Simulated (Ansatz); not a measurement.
# Ni (Fm-3m): the volume at zero pressure, part 2 of 2

Aim: the volume at which the pressure of Ni (Fm-3m) vanishes.

Ansatz 0.2.0; DFT PBE, scalar-relativistic, plane waves, PAW.

### 4 Next volume, run 3

File input.yaml:

```yaml
crystal:
  lattice:
    - [0.0, 1.759309619, 1.759309619]
    - [1.759309619, 0.0, 1.759309619]
    - [1.759309619, 1.759309619, 0.0]
  atoms:
    - { symbol: Ni, position: [0.0, 0.0, 0.0], spin: 0.76 }
basis:
  ecutwfc: 420
  ecutrho_ratio: 4
kpoints:
  mp_grid: { grid: [22, 22, 22] }
hamiltonian:
  xc: pbe
scf:
  occupations: { method: gaussian, width: 0.05 }
output:
  forces: true
  stress: true
  eigenvalues: true
  populations: true
magnetization:
  spin_polarized: true
```

Started as:

```bash
$ ansatz run input.yaml --threads 2 --pin off --max-ram 5120MiB --backend cpu --events-out ev --progress --plain --runs-dir out
```

The log of the run:

```text
Warning: RAYON_NUM_THREADS=2 ignored (pool sized by the plan → 2); use --threads N
Engine: ansatz 0.2.0, x86_64-unknown-linux-gnu
Pseudopotentials: kind: paw
Pseudopotential: Ni, paw, valence charge 18, recommended cutoff 420 eV (normal), Ni.paw.azcp
Functional definition: PBE
  parameter kappa = 0.804
  parameter beta = 0.06672455060314922
  exchange = pbe_x(kappa = kappa, mu = beta*pi^2/3)
  correlation = pbe_c(beta = beta)
Crystal: 1 atoms, lattice volume = 10.891 Å³
Basis set: ecut = 420 eV, 181 PW (Γ), exchange–correlation on 36×36×36 points (8 copies of the dense FFT grid, shifted against one another)
Bands: 14, of which v1, the nominal top of the filled ones, is band 9 counted from 1 (8 counted from 0)
Symmetry: 48 space group operations
Space group: Fm-3m (ITA 225), of the structure as read, at distance tolerance 2.2e-5 Å
Magnetic group: BNS 225.116 (UNI 1618), of the structure as read, at distance tolerance 2.2e-5 Å
k-points: 328 of 10648
Non-local potential: Ni, projectors of the file, l = 0: 3, l = 1: 2, l = 2: 3, l = 3: 1
PAW form: soft (Blöchl's): semilocal exchange-correlation on the pseudo side does not see the compensation charge
PAW one-centre angular grid: Ni, 590 points (default); XC on 64 Gauss nodes
Initial density: superposition of atomic densities (chi_scale 0.1, normalization cell)
Starting moments: Σ|m| = 0.76 μB on 1 of 1 site
Initial wavefunctions: pseudopotential atomic-orbital guess
Functional: x = pbe(κ = 0.804, μ = 0.2195149727645171), c = pbe(β = 0.06672455060314922)
SCF iter   1: F=—  HF=-5839.021093 eV  |F-HF|=—  |Δ(HF+E_count)|=         —  Δρ=9.23e-2 (↑1.33e-2 ↓9.23e-2)  dr2=6.89e-1  dr2_m=1.73e-1  M=0.871 μB ∫|m|=0.931 μB  β_m=0.30  ethr=3.10e-3  ⟨swp⟩=5.7  Hψ=48570  notcnv=0
Mixer restart at iter 1: flushing history
preconditioner: auto → none  [metal: Δε(μ)=0.001 eV  Ē_g=15.914 eV  σ=0.050 eV  W_gap=0.01  n_scr=0 (ndim 8)  ℏωp=35.6 eV  f_vac=0.000  D(μ)=1.39/eV (n_scr^D=14)]
SCF iter   2: F=—  HF=-5838.859757 eV  |F-HF|=—  |Δ(HF+E_count)|=   1.61e-1  Δρ=4.53e-2 (↑4.53e-2 ↓3.27e-2)  dr2=3.00e-1  dr2_m=8.34e-3  M=0.722 μB ∫|m|=0.788 μB  β_m=0.25  ethr=3.10e-3  ⟨swp⟩=2.6  Hψ=19316  notcnv=0  defer=406
SCF iter   3: F=—  HF=-5839.063354 eV  |F-HF|=—  |Δ(HF+E_count)|=   2.04e-1  Δρ=1.93e-2 (↑1.93e-2 ↓1.13e-2)  dr2=2.55e-2  dr2_m=7.88e-3  M=0.726 μB ∫|m|=0.796 μB  β_m=0.48  ethr=1.67e-3  ⟨swp⟩=2.5  Hψ=15477  notcnv=0  defer=403
SCF iter   4: F=—  HF=-5839.562586 eV  |F-HF|=—  |Δ(HF+E_count)|=   4.99e-1  Δρ=1.85e-2 (↑1.53e-2 ↓1.85e-2)  dr2=6.81e-2  dr2_m=1.12e-3  M=0.684 μB ∫|m|=0.764 μB  β_m=0.29  ethr=1.41e-4  ⟨swp⟩=2.6  Hψ=17355  notcnv=0  defer=413
SCF iter   5: F=—  HF=-5839.706619 eV  |F-HF|=—  |Δ(HF+E_count)|=   1.44e-1  Δρ=4.38e-3 (↑4.38e-3 ↓3.59e-3)  dr2=1.75e-4  dr2_m=1.46e-3  M=0.660 μB ∫|m|=0.750 μB  β_m=0.40  ethr=1.41e-4  ⟨swp⟩=2.6  Hψ=19416  notcnv=0  defer=413
SCF iter   6: F=—  HF=-5839.721660 eV  |F-HF|=—  |Δ(HF+E_count)|=   1.50e-2  Δρ=3.30e-3 (↑1.22e-3 ↓3.30e-3)  dr2=3.81e-4  dr2_m=4.84e-4  M=0.651 μB ∫|m|=0.743 μB  β_m=0.70  ethr=9.71e-7  ⟨swp⟩=2.3  Hψ=17784  notcnv=0  defer=402
SCF iter   7: F=—  HF=-5839.722313 eV  |F-HF|=—  |Δ(HF+E_count)|=   6.53e-4  Δρ=1.78e-3 (↑6.98e-4 ↓1.78e-3)  dr2=9.12e-5  dr2_m=1.49e-4  M=0.650 μB ∫|m|=0.743 μB  β_m=0.85  ethr=9.71e-7  ⟨swp⟩=2.1  Hψ=11922  notcnv=0  defer=402
SCF iter   8: F=—  HF=-5839.722392 eV  |F-HF|=—  |Δ(HF+E_count)|=   7.94e-5  Δρ=2.93e-4 (↑2.93e-4 ↓5.46e-5)  dr2=4.72e-6  dr2_m=2.68e-6  M=0.650 μB ∫|m|=0.742 μB  β_m=0.93  ethr=5.07e-7  ⟨swp⟩=2.1  Hψ=12559  notcnv=0  defer=411
SCF iter   9: F=—  HF=-5839.722393 eV  |F-HF|=—  |Δ(HF+E_count)|=   1.01e-6  Δρ=1.28e-4 (↑6.85e-5 ↓1.28e-4)  dr2=2.46e-6  dr2_m=1.01e-7  M=0.650 μB ∫|m|=0.742 μB  β_m=0.96  ethr=2.62e-8  ⟨swp⟩=1.0  Hψ=9300  notcnv=0  defer=411
SCF iter  10: F=—  HF=-5839.722394 eV  |F-HF|=—  |Δ(HF+E_count)|=   3.78e-7  Δρ=6.85e-6 (↑5.89e-6 ↓6.85e-6)  dr2=9.79e-9  dr2_m=3.61e-11  M=0.650 μB ∫|m|=0.742 μB  β_m=0.98  ethr=1.36e-8  ⟨swp⟩=2.2  Hψ=11500  notcnv=0  defer=409
SCF iter  11: F=-5839.722394 eV  HF=-5839.722394 eV  |F-HF|=1.29e-10  |Δ(HF+E_count)|=  3.33e-10  Δρ=1.18e-6 (↑5.02e-7 ↓1.18e-6)  dr2=2.10e-10  dr2_m=1.28e-11  M=0.650 μB ∫|m|=0.742 μB  ethr=5.44e-11  ⟨swp⟩=4.5  Hψ=33616  notcnv=0
SCF 1 converged in 11 iterations: F = -5839.722394 eV  dr2 = 2.10e-10
SCF converged after 11 iterations
Magnetization: 0.6499 μB (9.3249 up, 8.6751 down)
Absolute magnetization: 0.7432 μB (∫|ρ↑−ρ↓|, with the PAW one-centre terms)
Spin contamination: 0.0074 ħ² per cell (⟨S²⟩ above its minimum at these occupations)
Per-site moments (μB) at R_I (Å): [(0.6893765656522979, 1.0263163034863376)]
Free energy (F): -5839.722394 eV
Harris-Foulkes:  -5839.722394 eV  (|F-HF|=1.29e-10)
Internal energy: -5839.720575 eV  (E = F + TS)
E sigma→0 (E₀):  -5839.721484 eV
Entropy (-TS):   -0.001819 eV (-1.819 meV/atom)
Fermi energy:    18.178766 eV
--- Per-component energies (eV) ---
  E_band       = -284.731433
  E_kinetic    = 282.065872
  E_local      = -3438.528623  (includes V_loc(G=0)·N_el)
  E_nonlocal   = 635.498702
  E_hartree    = 1435.266906
  E_xc         = -84.796087
  E_vxc        = -109.344085  (∫ρ·V_xc dr)
  E_paw        = -1629.597268  (= ΣΔE_a)
  E_vpaw       = -524.958792  (= ΣTr[D̂ρ^β])
  E_aug_tail   = 0.000586  (compensation charges beyond the density's cutoff)
  E_ewald      = -3039.630663
  E_smearing   = -0.001819  (= −TS)
  E_closure    = -0.000000  (closes the sum)
  Σ components = -5839.722394   (vs F -5839.722394, Δ=0.00e0)
--- Forces (eV/Å), atoms counted from 1 ---
  atom   1  Ni     0.00000000    -0.00000000    -0.00000000
  max |Σ_I F_I| component: 3.29e-32 eV/Å
--- Stress (GPa, compression-positive) ---
       -0.000324      -0.000000      -0.000000
       -0.000000      -0.000324      -0.000000
       -0.000000      -0.000000      -0.000324
  P = ⅓ Tr σ = -0.0003 GPa (-0.003 kbar)
--- Band table (eV; the first three rows and the last of 656) ---
  k-point 0 ↑: bands = ["-85.5271", "-45.7843", "-45.7843", "-45.7843", "9.0421", "15.6864", "15.6864", "15.6864", "16.8816", "16.8816", "41.6435", "45.6054", "45.6054", "45.6054"]
  k-point 1 ↑: bands = ["-85.5264", "-45.7888", "-45.7850", "-45.7850", "9.1231", "15.6652", "15.7049", "15.7049", "16.8736", "16.8736", "41.4069", "44.3629", "45.3668", "45.3668"]
  k-point 2 ↑: bands = ["-85.5245", "-45.8017", "-45.7868", "-45.7868", "9.3638", "15.6055", "15.7559", "15.7559", "16.8538", "16.8538", "40.2774", "43.0951", "44.8777", "44.8777"]
  k-point 327 ↓: bands = ["-84.6143", "-45.0942", "-45.0759", "-45.0220", "14.7184", "15.4735", "15.8919", "17.4206", "18.5738", "25.3328", "26.6872", "28.1835", "29.3623", "46.9556"]
--- Löwdin populations: 1 site ---
  site symbol       q [e]    m [muB]
     0     Ni     17.7788     0.6810
  spilling = 0.012289 (of n_electrons = 18.000000)
```

It took 23 s on 2 threads of Intel Xeon at 2.50GHz (Skylake/Cascade Lake), shared host; peak memory 0.39 GiB.

Read off: volume 10.891 Å³/atom, pressure 0.00 GPa, metallic, moments in the atoms' spheres Ni 0.69 μB.

### 5 The runs together

| run | functional | volume (Å³/atom) | pressure (GPa) | energy from the first of its functional (meV/atom) | k mesh |
| --- | --- | --- | --- | --- | --- |
| 1 | PBE | 10.940 | -0.89 | 0.0 | 22×22×22 |
| 2 | PBE | 10.875 | 0.29 | -0.1 | 22×22×22 |
| 3 | PBE | 10.891 | 0.00 | -0.1 | 22×22×22 |

### 6 Summary of results

This closing draws on all 2 parts. Changes of volume or cell count from the first structure of part 1.

| quantity | value |
| --- | --- |
| volume | 10.891 Å³/atom |
| pressure | 0.00 GPa |
| conventional cell | a = 3.519 Å, b = 3.519 Å, c = 3.519 Å, α = 90.00°, β = 90.00°, γ = 90.00° |
| gap on the mesh | none (metal) |
| moments in the spheres | Ni 0.69 μB |

In words: The volume went from 10.94 to 10.89 Å³/atom (-0.4 %), where 0.00 GPa is left. Only the order of the starting moments is followed; others weren't tried in this session.
